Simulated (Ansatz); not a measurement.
Write the native input for Ansatz 0.2.0 that does the following.

```yaml
Task: phonons
Functional: PBEsol
Potentials_or_basis: Ansatz PAW
Cutoff: "420 eV (not typed: the program's choice for these potentials)"
k_mesh: 10 × 10 × 10
Occupations: fermi-dirac, width 0.05 eV
Spin: collinear spin, ferromagnetic start
Starting_moments: "[3.0] μB"
```

Crystal: Fe.

```
Fe
1.0
     0.00000    1.94174    1.96511
     1.49844    0.00000    1.96511
     1.49844    1.94174    0.00000
Fe
1
Direct
  0.00000 0.00000 0.00000
```

These files were run (other wordings do the same):

input.yaml

```yaml
crystal:
  lattice:
    - [0.0, 1.9417396906, 1.9651051623]
    - [1.4984397099, 0.0, 1.9651051623]
    - [1.4984397099, 1.9417396906, 0.0]
  atoms:
    - { symbol: Fe, position: [0.0, 0.0, 0.0], spin: 3.0 }
hamiltonian:
  xc: pbesol
  pseudopotentials: { kind: paw }
magnetization:
  spin_polarized: true
kpoints:
  mp_grid: { grid: [10, 10, 10] }
scf:
  occupations: { method: fermi_dirac, width: 0.05 }
phonons:
  method: dfpt
```

Potentials or basis: Ansatz PAW.

The run is started by

```console
$ ansatz run input.yaml --threads 2 --pin off --max-ram 5632MiB --backend cpu --events-out ev --progress --plain --runs-dir out
```

It gave:

- Band gap on the k mesh: none (metal or under the smearing width)
- Net moment: 2.17 μB per cell
- Absolute moment: 2.27 μB per cell
- Site moments: Fe +2.21 μB

Wall time 13 s on 2 threads of Intel(R) Xeon(R) 6975P-C (Granite Rapids), with other jobs on the host, peak memory 0.46 GiB.
